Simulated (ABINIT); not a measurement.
**SrO: equation of state with PBEsol**

The system is SrO.

```
CELL_PARAMETERS angstrom
0.00000 2.56630 2.56630
2.56630 0.00000 2.56630
2.56630 2.56630 0.00000
ATOMIC_POSITIONS crystal
Sr 0.50000 0.50000 0.50000
O 0.00000 0.00000 0.00000
```

```json
{"Program": "ABINIT 10.8.3 (patched build)", "Task": "equation of state", "Functional": "PBEsol", "Potentials or basis": "JTH PAW PBE v2.0", "Cutoff": "517 eV", "k mesh": "9 × 9 × 9", "Occupations": "fermi-dirac, width 0.05 eV", "Spin": "no spin polarisation", "Fine-grid cutoff": "1034.03 eV", "Exchange and correlation inside the PAW spheres": "full angular mesh (pawxcdev 0, this build's default; the released program takes 1)"}
```

| Property | Result |
| --- | --- |
| Equilibrium volume | 16.78 Å³/atom |
| Bulk modulus | 94 GPa |
| Pressure derivative of the bulk modulus | 4.6 |

Energy against volume, from the lowest point:
```tsv
volume (Å³/atom)	energy (meV/atom)
15.887	15.07
16.225	5.44
16.563	0.56
16.901	0.00
17.239	3.28
17.577	9.95
17.915	19.68
```

Run time: 2.1 min on 1 thread of Arm Neoverse V1, on a shared host, peak memory 0.14 GiB.

Caveat: pressures at fixed basis lie under the slope of the energies; the PAW data sets were made with another functional, which shifts forces and pressure a little.
